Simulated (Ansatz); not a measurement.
A run of Ansatz 0.2.0 is set up as follows.

input.yaml

```yaml
crystal:
  lattice:
    - [2.9065, 0.0, 0.0]
    - [-1.45325, 2.5171028361, 0.0]
    - [0.0, 0.0, 2.8366]
  atoms:
    - { symbol: W, position: [0.0, 0.0, 0.0] }
    - { symbol: C, position: [0.6666666667, 0.3333333333, 0.5] }
kpoints:
  mp_grid: { grid: [10, 10, 9] }
  band_path:
    path:
      - [0.0, 0.0, 0.0]
      - [0.5, 0.0, 0.0]
      - [0.3333333333, 0.3333333333, 0.0]
      - [0.0, 0.0, 0.0]
      - [0.0, 0.0, 0.5]
      - [0.5, 0.0, 0.5]
      - [0.3333333333, 0.3333333333, 0.5]
      - [0.0, 0.0, 0.5]
    npoints: 12
scf:
  occupations: { method: fermi_dirac, width: 0.05 }
hamiltonian:
  xc: rpbe
  pseudopotentials: { kind: all_electron, lapw: { basis_error: 0.001 } }
output:
  forces: true
  stress: true
  eigenvalues: true
```

Potentials or basis: all-electron LAPW, scalar-relativistic.

The run is started by

```bash
$ ansatz run input.yaml --threads 1 --pin off --max-ram 3072MiB --backend cpu --events-out ev --progress --plain --runs-dir out
```

Task: Estimate the band gap along the path.

Result: None (metal or under the smearing width).

Task: What does it give for the pressure?

Result: 10.1 GPa.

Levels at the corners of the path, in eV from the Fermi level:
```csv
point,band 21,band 22,band 23,band 24,band 25,band 26,band 27,band 28,band 29,band 30
Γ,-14.50,-4.31,-3.34,-3.34,0.08,3.25,3.25,5.63,5.63,6.35
M,-11.16,-7.05,-3.62,-3.57,-0.47,2.35,4.54,4.89,6.88,9.62
K,-10.42,-6.57,-4.57,-3.45,0.62,0.98,2.06,3.21,9.22,15.15
Γ,-14.50,-4.31,-3.34,-3.34,0.08,3.25,3.25,5.63,5.63,6.35
A,-10.49,-8.65,-2.02,-2.02,-0.58,-0.58,3.67,4.54,4.54,9.98
L,-11.35,-6.46,-4.32,-4.21,0.28,4.44,5.31,6.63,9.21,10.16
H,-11.01,-7.22,-5.41,-1.63,-0.65,4.41,6.37,7.61,9.16,10.12
A,-10.49,-8.65,-2.02,-2.02,-0.58,-0.58,3.67,4.54,4.54,9.98
```

Caveat: spin-orbit coupling is left out, which moves the levels of the heavy elements.
